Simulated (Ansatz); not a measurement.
PbS (Galena):

```
CELL_PARAMETERS angstrom
0.00000 2.96575 2.96575
2.96575 0.00000 2.96575
2.96575 2.96575 0.00000
ATOMIC_POSITIONS crystal
Pb 0.00000 0.00000 0.00000
S 0.50000 0.50000 0.50000
```

* Program: Ansatz 0.2.0
* Task: relaxation of cell and atoms
* Functional: revPBE
* Potentials or basis: Ansatz PAW
* Cutoff: 420 eV (not typed: the program's choice for these potentials)
* k mesh: 8 × 8 × 8
* Occupations: fermi-dirac, width 0.05 eV
* Spin: no spin polarisation

At the start: volume 26.09 Å³/atom.

**Question.** How do energy, volume and symmetry change on relaxing?

**Answer.** It ends after 5 steps and the volume is 27.84 Å³/atom (+6.7 %); space group Fm-3m (No. 225, to 0.05 Å).

The path:
```
step  energy change (eV)  largest force (eV/Å)  volume (Å³)
   1              0.0000                0.0000        52.17
   2             -0.0281                0.0000        57.57
   3             -0.0373                0.0000        55.88
   4             -0.0374                0.0000        55.67
   5             -0.0377                0.0000        55.67
```

Final structure:
```
Pb S
1.0
     0.00000    3.03063    3.03063
     3.03063    0.00000    3.03063
     3.03063    3.03063    0.00000
Pb S
1 1
Direct
  0.00000 0.00000 0.00000
  0.50000 0.50000 0.50000
```

Caveat: the plane-wave basis is chosen anew once the cell has moved, so the energies of steps on either side of that aren't comparable; the PAW data sets come from PBE, with cores solved anew for the run's functional, which leaves a small shift of forces and pressure.
